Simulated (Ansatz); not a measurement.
# TaSi2 — ¹⁸¹Ta nuclear quadrupole resonance

Cell: a structure deposited in the COD, taken as it stands.

```
Ta Si
1.0
     4.78390    0.00000    0.00000
    -2.39195    4.14298    0.00000
     0.00000    0.00000    6.57000
Ta Si
3 6
Direct
  0.50000 0.00000 0.00000
  0.50000 0.50000 0.66667
  0.00000 0.50000 0.33333
  0.15897 0.31794 0.00000
  0.84103 0.15897 0.66667
  0.68206 0.84103 0.33333
  0.84103 0.68206 0.00000
  0.15897 0.84103 0.66667
  0.31794 0.15897 0.33333
```

Atoms are numbered from 1 in the order listed; like atoms form one site, named after its first atom.

Computed with Ansatz: DFT, PBE, plane waves and PAW, scalar-relativistic, 420 eV cutoff, Γ-centred 11×11×7 k-points, Fermi–Dirac smearing 0.02 eV.

¹⁸¹Ta: I = 7/2, Q = 3170 mb (year-2017 value). Static lattice, zero field.

(1) Predict the zero-field ¹⁸¹Ta lines of each site.

## Answers

(1) For I = 7/2 and η = 0 the lines are |C_Q|/14 times 1, 2 and 3; η shifts the lowest up most. At large η the states mix, and weaker lines appear at sums of the main ones; lines under 5 % of the strongest are left out.

| site | atoms | V_zz (10²¹ V/m²) | C_Q (MHz) | η | line frequencies (MHz) |
| --- | --- | --- | --- | --- | --- |
| Ta | 1, 2, 3 | 6.58 | 504 | 0.80 | 65.7, 81.7, 100.7, 147.4 |

With no gap above 0.1 eV, as in a metal, the gradients converge slowly in k; expect changes of a tenth or more on a denser mesh. Without spin–orbit coupling the gradients at and beside Ta can be off by some per cent, at some sites by more. With these PAW files V_zz is typically within 2 to 3 % of all-electron values, but misses above 10 % occur on Ta.
